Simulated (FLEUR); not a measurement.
The system is CdSe (Cadmoselite).

```
CELL_PARAMETERS angstrom
4.30000 0.00000 0.00000
-2.15000 3.72391 0.00000
0.00000 0.00000 7.02000
ATOMIC_POSITIONS crystal
Cd 0.66667 0.33333 0.50000
Cd 0.33333 0.66667 0.00000
Se 0.66667 0.33333 0.88500
Se 0.33333 0.66667 0.38500
```

Base run:

```yaml
Program: FLEUR MaX-R8.1 (later development tree)
Functional: Wigner
Potentials_or_basis: all-electron
Basis: FLAPW
Kmax: 4.67 1/bohr
k_mesh: 7 × 7 × 4
Occupations: fermi-dirac, width 0.05 eV
Spin: no spin polarisation
```

Its results: band gap on the k mesh 0.36 eV, direct.

**Question.** After a change of settings the same cell gave: band gap on the k mesh 0.83 eV, direct. Which change was it?
A. functional from Wigner to PW91
B. functional from Wigner to revPBE
C. functional from Wigner to Xalpha
D. functional from Wigner to PBEsol

**Answer.** B.

Not every run made on this cell is shown here.
